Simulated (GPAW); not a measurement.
# WS2 (Tungstenite) (P6_3/mmc) in GPAW: settings compared

The runs below take WS2 (Tungstenite) through dielectric tensor, with LDA, PBE.

All numbers are computed with GPAW 26.7.0; they aren't measurements. Logs are shortened: lines on timing, memory, paths and dates and some standing lists are left out, and cuts for length are marked. The log counts tension as positive stress, the text compression.

### 1 Starting point

It takes space group P6_3/mmc (No. 194, hexagonal). Conventional cell: a = 3.180 Å, b = 3.180 Å, c = 12.500 Å, α = 90.00°, β = 90.00°, γ = 120.00°. Around W (site symmetry -6m2) lie 6 S at 2.41 Å. Around S (site symmetry 3m) lie 3 W at 2.41 Å.

### 2 Dielectric tensor, LDA

Input file run.py:

```python
import numpy as np
from ase import Atoms
from ase.dft.bandgap import bandgap
from ase.io import write
from gpaw import GPAW, PW
from gpaw.response.df import DielectricFunction

atoms = Atoms(['W', 'W', 'S', 'S', 'S', 'S'],
              cell=[[3.18, 0.0, 0.0],
                    [-1.59, 2.753960784, 0.0],
                    [0.0, 0.0, 12.5]],
              scaled_positions=[[0.6666666667, 0.3333333333, 0.75],
                                [0.3333333333, 0.6666666667, 0.25],
                                [0.6666666667, 0.3333333333, 0.375],
                                [0.3333333333, 0.6666666667, 0.875],
                                [0.6666666667, 0.3333333333, 0.125],
                                [0.3333333333, 0.6666666667, 0.625]],
              pbc=True)

calc = GPAW(mode=PW(450),
            xc='LDA',
            kpts={'size': (8, 8, 2), 'gamma': True},
            occupations={'name': 'fermi-dirac', 'width': 0.001},
            nbands=46,
            convergence={'density': 1e-06},
            maxiter=150,
            txt='gpaw.txt')
atoms.calc = calc
energy = atoms.get_potential_energy()
calc.write('gs.gpw')
write('result.traj', atoms)
print(f'Energy: {energy:.6f} eV')
print('Fermi level:', round(calc.get_fermi_level(), 4), 'eV')
print(f'Gap: {bandgap(calc)[0]:.4f} eV, direct: {bandgap(calc, direct=True)[0]:.4f} eV')

for size in [(12, 12, 3), (17, 17, 4)]:
    name = 'x'.join(str(n) for n in size)
    dense = calc.fixed_density(kpts={'size': size, 'gamma': True},
                               nbands=80, convergence={'bands': 74, 'eigenstates': 1e-7},
                               update_fermi_level=True, txt=f'dense-{name}.txt')
    dense.write(f'{name}.gpw', mode='all')
    df = DielectricFunction(f'{name}.gpw', frequencies=np.array([0.0]), hilbert=False, eta=0.001,
                            ecut=80, nbands=74, intraband=False, txt=f'df-{name}.txt')
    for xc in ['RPA', 'LR0.1', 'ALDA_X']:
        for direction in ['x', 'y', 'z', [0, 1, 1], [1, 0, 1], [1, 1, 0]]:
            e0, e = df.get_macroscopic_dielectric_constant(xc=xc, direction=direction)
            print(f'{name} {xc} {direction}: {e0:.4f} without, {e:.4f} with local fields')
```

Potentials or basis: the program's PAW data sets (release 1.2.1) made for this functional, pw.

Command:

```console
OMP_NUM_THREADS=1 python run.py
```

gpaw.txt:

```text
__  _  _
 | _ |_)|_||  |
 |__||  | ||/\| - 26.7.0

Input parameters:
  mode=PW(ecut=450.00000000000006),
  convergence={'density': 1e-06},
  kpts=MonkhorstPack(size=(8, 8, 2), gamma=True),
  maxiter=150,
  nbands=46,
  occupations=Occupations(name='fermi-dirac', width=0.001),
  xc=XC(name='LDA')

Diagonalizing LCAO Hamiltonian
Converting LCAO to pw mode

        S

           W
        S

           S
        W

           S

Atoms  # Å, Bohr magnetons
|   | symbol |         x |        y |         z |    initial magnetic moments |
|---|--------|-----------|----------|-----------|-----------------------------|
| 0 |      W |  1.590000 | 0.917987 |  9.375000 | ( 0.0000,  0.0000,  0.0000) |
| 1 |      W | -0.000000 | 1.835974 |  3.125000 | ( 0.0000,  0.0000,  0.0000) |
| 2 |      S |  1.590000 | 0.917987 |  4.687500 | ( 0.0000,  0.0000,  0.0000) |
| 3 |      S | -0.000000 | 1.835974 | 10.937500 | ( 0.0000,  0.0000,  0.0000) |
| 4 |      S |  1.590000 | 0.917987 |  1.562500 | ( 0.0000,  0.0000,  0.0000) |
| 5 |      S | -0.000000 | 1.835974 |  7.812500 | ( 0.0000,  0.0000,  0.0000) |

Unit cell  # Å
| periodic |         x |        y |         z |   lengths |     angles |
|----------|-----------|----------|-----------|-----------|------------|
|      yes |  3.180000 | 0.000000 |  0.000000 |  3.180000 |  90.000000 |
|      yes | -1.590000 | 2.753961 |  0.000000 |  3.180000 |  90.000000 |
|      yes |  0.000000 | 0.000000 | 12.500000 | 12.500000 | 120.000000 |

Number of symmetries: 12
Symmetry operations  # r_c * U_cc + t_c -> r_c
|    | kind |            matrix            |
|----|------|------------------------------|
|  0 |  σ   |  1, 1, 0,  0,-1, 0,  0, 0, 1 |
|  1 |  S6  |  1, 1, 0, -1, 0, 0,  0, 0,-1 |
|  2 |  E   |  1, 0, 0,  0, 1, 0,  0, 0, 1 |
|  3 |  C2  |  1, 0, 0, -1,-1, 0,  0, 0,-1 |
|  4 |  C2  |  0, 1, 0,  1, 0, 0,  0, 0,-1 |
|  5 |  C3  |  0, 1, 0, -1,-1, 0,  0, 0, 1 |
|  6 |  S6  |  0,-1, 0,  1, 1, 0,  0, 0,-1 |
|  7 |  σ   |  0,-1, 0, -1, 0, 0,  0, 0, 1 |
|  8 |  σ   | -1, 0, 0,  1, 1, 0,  0, 0, 1 |
|  9 |  i   | -1, 0, 0,  0,-1, 0,  0, 0,-1 |
| 10 |  C3  | -1,-1, 0,  1, 0, 0,  0, 0, 1 |
| 11 |  C2  | -1,-1, 0,  0, 1, 0,  0, 0,-1 |

BZ-sampling:
  Number of BZ points: 128
  Number of IBZ points: 20

  Monkhorst-Pack size: [8, 8, 2]
  Monkhorst-Pack shift: [0.0625, 0.0625, 0.25]

K-points  # in reciprocal-cell coordinates
|     |                                coordinates |     weight |
|-----|--------------------------------------------|------------|
|   0 | (  0.00000000,   0.00000000,   0.00000000) | 0.00781250 |
|   1 | (  0.00000000,   0.00000000,   0.50000000) | 0.00781250 |
|   2 | (  0.12500000,   0.00000000,   0.00000000) | 0.04687500 |
|   3 | (  0.12500000,   0.00000000,   0.50000000) | 0.04687500 |
|   4 | (  0.25000000,  -0.12500000,   0.00000000) | 0.04687500 |
|   5 | (  0.25000000,  -0.12500000,   0.50000000) | 0.04687500 |
|   6 | (  0.25000000,   0.00000000,   0.00000000) | 0.04687500 |
|   7 | (  0.25000000,   0.00000000,   0.50000000) | 0.04687500 |
|   8 | (  0.37500000,  -0.12500000,   0.00000000) | 0.09375000 |
|   9 | (  0.37500000,  -0.12500000,   0.50000000) | 0.09375000 |
| ... |                                            |            |
|  19 | (  0.50000000,   0.50000000,   0.50000000) | 0.02343750 |

Plane wave coefficients: 2432
Cutoff: 450.00000000000006 eV

Spin-components: 1 (collinear spins)
Bands:           46
Projectors:      32
Spin-degeneracy: 2
Datatype:        complex128

Parallelization:
  kpt:    1
  domain: 1
  band:   1

Density:
  Valence electrons: 52.0
  Components: 1
  Grid points: [16 16 63]
  Charge: 0.0  # |e|

Potential:
  Grid points: [16 16 63]

species:
  W:
    name:    Tungsten
    Z:       74.0
    valence: 14
    core:    60
    charge:  0.0  # [|e|]
    compensation charges:
      type: gauss
      rc: 0.40  # [Å]
      lmax: 2
    cutoffs:
      filter: 2.36  # [Å]
      core: 3.02  # [Å]
    projectors
    | kind |    occ | energy [eV] | rcut [Å] |
    |------|--------|-------------|----------|
    |   5s |  2.000 |     -79.053 |    1.344 |
    |   6s |  2.000 |      -5.886 |    1.344 |
    |   5p |  6.000 |     -43.417 |    1.355 |
    |   6p |  0.000 |      -1.469 |    1.355 |
    |   5d |  4.000 |      -4.693 |    1.228 |
    |    d |        |      22.518 |    1.228 |

    Using partial waves for W as LCAO basis

  S:
    name:    Sulfur
    Z:       16.0
    valence: 6
    core:    10
    charge:  0.0  # [|e|]
    compensation charges:
      type: gauss
      rc: 0.24  # [Å]
      lmax: 2
    cutoffs:
      filter: 1.77  # [Å]
      core: 1.66  # [Å]
    projectors
    | kind |    occ | energy [eV] | rcut [Å] |
    |------|--------|-------------|----------|
    |   3s |  2.000 |     -17.278 |    0.974 |
    |   3p |  4.000 |      -7.106 |    0.979 |
    |    s |        |       9.933 |    0.974 |
    |    p |        |      20.105 |    0.979 |
    |    d |        |       0.000 |    0.900 |

    Using partial waves for S as LCAO basis

Reference energy: -920330.548201  # eV

eigensolver:
  PPCG
  Converge bands: occupied
  niter=2

density mixing:
  MSR1-Mixer
  Pratt-step length: 0.05
  Maximum mixing coefficient: 0.75
  Old densities: 10
  SVD Regularization: 0.005
  Good broyden scale: 1.0
  Trust region scale: 1.0
  Backstep threshold: 4.0
  History deletion threshold: 6.0
  Fourier metric: weight=20.0, sigma=0.015

occupation numbers:
  Fermi-Dirac:
    width: 0.0010  # eV

poisson solver:
  ecut: 3600.0000000000005  # eV

xc functional:
  name: None

convergence criteria:
- Maximum integral of absolute [dens]ity change: 1e-06 electrons / valence electron
- Maximum [total energy] change in last 3 cyles: 0.0005 eV / valence electron
- Maximum integral of absolute [eigenst]ate change: 4e-08 eV^2 / valence electron
maximum number of iterations: 150

SCF iterations
|iter     | |      energy | eigst |  dens |
|---------|-|-------------|-------|-------|
|iter:   1| |  -50.265941 | +0.38 |       |
|iter:   2| |  -50.463790 | -1.48 | -1.20 |
|iter:   3| |  -51.014696 | -1.09 | -1.23 |
|iter:   4| |  -50.020269 | -1.72 | -1.25 |
|iter:   5| |  -49.809743 | -2.04 | -1.61 |
|iter:   6| |  -49.816918 | -3.44 | -1.97 |
|iter:   7| |  -49.812067c| -4.08 | -2.45 |
|iter:   8| |  -49.810431c| -4.54 | -2.69 |
|iter:   9| |  -49.810422c| -5.97 | -3.34 |
|iter:  10| |  -49.810420c| -7.08 | -4.10 |
|iter:  11| |  -49.810420c| -7.68c| -4.83 |
|iter:  12| |  -49.810420c| -8.17c| -5.47 |
|iter:  13| |  -49.810420c| -8.79c| -5.94 |
|iter:  14| |  -49.810420c| -9.29c| -6.30c|

Converged in 14 steps
Energy contributions relative to reference atoms: (reference = -920330.548201)

Energy contributions:
  Kinetic:          24.190543
  Coulomb:         -28.726136
  Zero:              0.009087
  External:          0.000000
  Xc:              -45.283915
  Entropy:          -0.000000
  Spinorbit:         0.000000
  ----------------------------
  Free energy:     -49.810420
  Extrapolated:    -49.810420

dipole moment: (0.000004, 0.000006, 0.000029)  # |e|*Ang

Fermi level: 9.239
Eigenvalues  # (at kpt = [0.000, 0.000, 0.000])
| band index |      eig [eV] | occ [0-2] |
|------------|---------------|-----------|
|          0 |       -66.236 |     2.000 |
|        ... |               |           |
|         18 |         4.653 |     2.000 |
|         19 |         5.874 |     2.000 |
|         20 |         5.874 |     2.000 |
|         21 |         5.917 |     2.000 |
|         22 |         5.917 |     2.000 |
|         23 |         6.652 |     2.000 |
[... 8 lines left out ...]
|         32 |        10.674 |     0.000 |
|         33 |        10.674 |     0.000 |
|        ... |               |           |
|         45 |        20.498 |     0.000 |

Gap: 1.110 eV
Transition (v -> c):
  (s=0, k=0, n=25, [0.00, 0.00, 0.00]) -> (s=0, k=8, n=26, [0.38, -0.12, 0.00])
Direct/indirect transitions are different
Direct gap: 2.162 eV
Transition at: (s=0, k=12, n=25, [0.38, 0.38, 0.00])
# Writing to gs.gpw (mode='')
```

Run time: 18 min. Hardware: 1 thread of Arm Neoverse V2, shared host; peak memory 2.6 GiB.

What came out:

- Free energy: -49.8104 eV
- Band gap on the k mesh: 1.11 eV, indirect (least direct gap 2.16 eV)
- Electronic dielectric tensor (diagonal): 12.51, 12.51, 5.43

Electronic dielectric tensor:
```
12.51  0.00  0.00
 0.00 12.51  0.00
 0.00  0.00  5.43
```

Caveat: the long-wavelength limit can be off by several per cent where d states take part; spin-orbit coupling is left out, which moves the levels of the heavy elements; an odd mesh through Γ misses points on the zone boundary, where band edges often lie.

### 3 Dielectric tensor, PBE

run.py: that of step 2 with these lines changed.

```diff
@@ -20,3 +20,3 @@
 calc = GPAW(mode=PW(450),
-            xc='LDA',
+            xc='PBE',
             kpts={'size': (8, 8, 2), 'gamma': True},
@@ -43,3 +43,3 @@
                             ecut=80, nbands=74, intraband=False, txt=f'df-{name}.txt')
-    for xc in ['RPA', 'LR0.1', 'ALDA_X']:
+    for xc in ['RPA', 'LR0.3', 'ALDA']:
         for direction in ['x', 'y', 'z', [0, 1, 1], [1, 0, 1], [1, 1, 0]]:
```

Potentials or basis: GPAW PAW data sets (gpaw-data 1.2.1), pw.

Command:

```console
OMP_NUM_THREADS=1 python run.py
```

gpaw.txt:

```text
__  _  _
 | _ |_)|_||  |
 |__||  | ||/\| - 26.7.0

Input parameters:
  mode=PW(ecut=450.00000000000006),
  convergence={'density': 1e-06},
  kpts=MonkhorstPack(size=(8, 8, 2), gamma=True),
  maxiter=150,
  nbands=46,
  occupations=Occupations(name='fermi-dirac', width=0.001),
  xc=XC(name='PBE')

Diagonalizing LCAO Hamiltonian
Converting LCAO to pw mode

        S

           W
        S

           S
        W

           S

Atoms  # Å, Bohr magnetons
|   | symbol |         x |        y |         z |    initial magnetic moments |
|---|--------|-----------|----------|-----------|-----------------------------|
| 0 |      W |  1.590000 | 0.917987 |  9.375000 | ( 0.0000,  0.0000,  0.0000) |
| 1 |      W | -0.000000 | 1.835974 |  3.125000 | ( 0.0000,  0.0000,  0.0000) |
| 2 |      S |  1.590000 | 0.917987 |  4.687500 | ( 0.0000,  0.0000,  0.0000) |
| 3 |      S | -0.000000 | 1.835974 | 10.937500 | ( 0.0000,  0.0000,  0.0000) |
| 4 |      S |  1.590000 | 0.917987 |  1.562500 | ( 0.0000,  0.0000,  0.0000) |
| 5 |      S | -0.000000 | 1.835974 |  7.812500 | ( 0.0000,  0.0000,  0.0000) |

Unit cell  # Å
| periodic |         x |        y |         z |   lengths |     angles |
|----------|-----------|----------|-----------|-----------|------------|
|      yes |  3.180000 | 0.000000 |  0.000000 |  3.180000 |  90.000000 |
|      yes | -1.590000 | 2.753961 |  0.000000 |  3.180000 |  90.000000 |
|      yes |  0.000000 | 0.000000 | 12.500000 | 12.500000 | 120.000000 |

Number of symmetries: 12
Symmetry operations  # r_c * U_cc + t_c -> r_c
|    | kind |            matrix            |
|----|------|------------------------------|
|  0 |  σ   |  1, 1, 0,  0,-1, 0,  0, 0, 1 |
|  1 |  S6  |  1, 1, 0, -1, 0, 0,  0, 0,-1 |
|  2 |  E   |  1, 0, 0,  0, 1, 0,  0, 0, 1 |
|  3 |  C2  |  1, 0, 0, -1,-1, 0,  0, 0,-1 |
|  4 |  C2  |  0, 1, 0,  1, 0, 0,  0, 0,-1 |
|  5 |  C3  |  0, 1, 0, -1,-1, 0,  0, 0, 1 |
|  6 |  S6  |  0,-1, 0,  1, 1, 0,  0, 0,-1 |
|  7 |  σ   |  0,-1, 0, -1, 0, 0,  0, 0, 1 |
|  8 |  σ   | -1, 0, 0,  1, 1, 0,  0, 0, 1 |
|  9 |  i   | -1, 0, 0,  0,-1, 0,  0, 0,-1 |
| 10 |  C3  | -1,-1, 0,  1, 0, 0,  0, 0, 1 |
| 11 |  C2  | -1,-1, 0,  0, 1, 0,  0, 0,-1 |

BZ-sampling:
  Number of BZ points: 128
  Number of IBZ points: 20

  Monkhorst-Pack size: [8, 8, 2]
  Monkhorst-Pack shift: [0.0625, 0.0625, 0.25]

K-points  # in reciprocal-cell coordinates
|     |                                coordinates |     weight |
|-----|--------------------------------------------|------------|
|   0 | (  0.00000000,   0.00000000,   0.00000000) | 0.00781250 |
|   1 | (  0.00000000,   0.00000000,   0.50000000) | 0.00781250 |
|   2 | (  0.12500000,   0.00000000,   0.00000000) | 0.04687500 |
|   3 | (  0.12500000,   0.00000000,   0.50000000) | 0.04687500 |
|   4 | (  0.25000000,  -0.12500000,   0.00000000) | 0.04687500 |
|   5 | (  0.25000000,  -0.12500000,   0.50000000) | 0.04687500 |
|   6 | (  0.25000000,   0.00000000,   0.00000000) | 0.04687500 |
|   7 | (  0.25000000,   0.00000000,   0.50000000) | 0.04687500 |
|   8 | (  0.37500000,  -0.12500000,   0.00000000) | 0.09375000 |
|   9 | (  0.37500000,  -0.12500000,   0.50000000) | 0.09375000 |
| ... |                                            |            |
|  19 | (  0.50000000,   0.50000000,   0.50000000) | 0.02343750 |

Plane wave coefficients: 2432
Cutoff: 450.00000000000006 eV

Spin-components: 1 (collinear spins)
Bands:           46
Projectors:      32
Spin-degeneracy: 2
Datatype:        complex128

Parallelization:
  kpt:    1
  domain: 1
  band:   1

Density:
  Valence electrons: 52.0
  Components: 1
  Grid points: [16 16 63]
  Charge: 0.0  # |e|

Potential:
  Grid points: [16 16 63]

species:
  W:
    name:    Tungsten
    Z:       74.0
    valence: 14
    core:    60
    charge:  0.0  # [|e|]
    compensation charges:
      type: gauss
      rc: 0.40  # [Å]
      lmax: 2
    cutoffs:
      filter: 2.36  # [Å]
      core: 3.02  # [Å]
    projectors
    | kind |    occ | energy [eV] | rcut [Å] |
    |------|--------|-------------|----------|
    |   5s |  2.000 |     -78.830 |    1.344 |
    |   6s |  2.000 |      -5.697 |    1.344 |
    |   5p |  6.000 |     -43.233 |    1.355 |
    |   6p |  0.000 |      -1.367 |    1.355 |
    |   5d |  4.000 |      -4.494 |    1.228 |
    |    d |        |      22.717 |    1.228 |

    Using partial waves for W as LCAO basis

  S:
    name:    Sulfur
    Z:       16.0
    valence: 6
    core:    10
    charge:  0.0  # [|e|]
    compensation charges:
      type: gauss
      rc: 0.24  # [Å]
      lmax: 2
    cutoffs:
      filter: 1.77  # [Å]
      core: 1.66  # [Å]
    projectors
    | kind |    occ | energy [eV] | rcut [Å] |
    |------|--------|-------------|----------|
    |   3s |  2.000 |     -17.254 |    0.974 |
    |   3p |  4.000 |      -7.008 |    0.979 |
    |    s |        |       9.957 |    0.974 |
    |    p |        |      20.203 |    0.979 |
    |    d |        |       0.000 |    0.900 |

    Using partial waves for S as LCAO basis

Reference energy: -920973.822900  # eV

eigensolver:
  PPCG
  Converge bands: occupied
  niter=2

density mixing:
  MSR1-Mixer
  Pratt-step length: 0.05
  Maximum mixing coefficient: 0.75
  Old densities: 10
  SVD Regularization: 0.005
  Good broyden scale: 1.0
  Trust region scale: 1.0
  Backstep threshold: 4.0
  History deletion threshold: 6.0
  Fourier metric: weight=20.0, sigma=0.015

occupation numbers:
  Fermi-Dirac:
    width: 0.0010  # eV

poisson solver:
  ecut: 3600.0000000000005  # eV

xc functional:
  name: PBE with 2 nearest neighbor stencil

convergence criteria:
- Maximum integral of absolute [dens]ity change: 1e-06 electrons / valence electron
- Maximum [total energy] change in last 3 cyles: 0.0005 eV / valence electron
- Maximum integral of absolute [eigenst]ate change: 4e-08 eV^2 / valence electron
maximum number of iterations: 150

SCF iterations
|iter     | |      energy | eigst |  dens |
|---------|-|-------------|-------|-------|
|iter:   1| |  -44.810356 | +0.36 |       |
|iter:   2| |  -45.004378 | -1.48 | -1.18 |
|iter:   3| |  -45.182165 | -1.20 | -1.22 |
|iter:   4| |  -44.751882 | -1.91 | -1.32 |
|iter:   5| |  -44.416708 | -1.91 | -1.53 |
|iter:   6| |  -44.431764 | -3.35 | -2.03 |
|iter:   7| |  -44.423760c| -3.91 | -2.37 |
|iter:   8| |  -44.421312c| -4.46 | -2.62 |
|iter:   9| |  -44.421331c| -5.93 | -3.33 |
|iter:  10| |  -44.421331c| -7.34 | -4.14 |
|iter:  11| |  -44.421331c| -7.74c| -4.78 |
|iter:  12| |  -44.421331c| -8.30c| -5.35 |
|iter:  13| |  -44.421331c| -8.97c| -5.79 |
|iter:  14| |  -44.421331c| -9.48c| -6.37c|

Converged in 14 steps
Energy contributions relative to reference atoms: (reference = -920973.822900)

Energy contributions:
  Kinetic:          33.689241
  Coulomb:         -37.488313
  Zero:              0.182185
  External:          0.000000
  Xc:              -40.804444
  Entropy:          -0.000000
  Spinorbit:         0.000000
  ----------------------------
  Free energy:     -44.421331
  Extrapolated:    -44.421331

dipole moment: (0.000004, 0.000006, 0.000029)  # |e|*Ang

Fermi level: 9.575
Eigenvalues  # (at kpt = [0.000, 0.000, 0.000])
| band index |      eig [eV] | occ [0-2] |
|------------|---------------|-----------|
|          0 |       -65.998 |     2.000 |
|        ... |               |           |
|         18 |         4.926 |     2.000 |
|         19 |         6.149 |     2.000 |
|         20 |         6.149 |     2.000 |
|         21 |         6.191 |     2.000 |
|         22 |         6.191 |     2.000 |
|         23 |         6.876 |     2.000 |
|         24 |         7.354 |     2.000 |
|         25 |         8.446 |     2.000 |
|         26 |        10.688 |     0.000 |
|         27 |        10.688 |     0.000 |
|         28 |        10.695 |     0.000 |
|         29 |        10.695 |     0.000 |
|         30 |        10.789 |     0.000 |
|         31 |        10.789 |     0.000 |
|         32 |        10.940 |     0.000 |
|         33 |        10.940 |     0.000 |
|        ... |               |           |
|         45 |        20.918 |     0.000 |

Gap: 1.187 eV
Transition (v -> c):
  (s=0, k=0, n=25, [0.00, 0.00, 0.00]) -> (s=0, k=8, n=26, [0.38, -0.12, 0.00])
Direct/indirect transitions are different
Direct gap: 2.183 eV
Transition at: (s=0, k=12, n=25, [0.38, 0.38, 0.00])
# Writing to gs.gpw (mode='')
```

Wall time 18 min (1 thread of Arm Neoverse V2, shared host); peak memory 2.6 GiB.

What came out:

| Property | Result |
| --- | --- |
| Free energy | -44.4213 eV |
| Band gap on the k mesh | 1.19 eV, indirect (least direct gap 2.18 eV) |
| Electronic dielectric tensor (diagonal) | 12.19, 12.19, 5.11 |

Electronic dielectric tensor:
```
12.19  0.00  0.00
 0.00 12.19  0.00
 0.00  0.00  5.11
```

Caveat: the long-wavelength limit can be off by several per cent where d states take part; spin-orbit coupling is left out, which moves the levels of the heavy elements; an odd mesh through Γ misses points on the zone boundary, where band edges often lie.
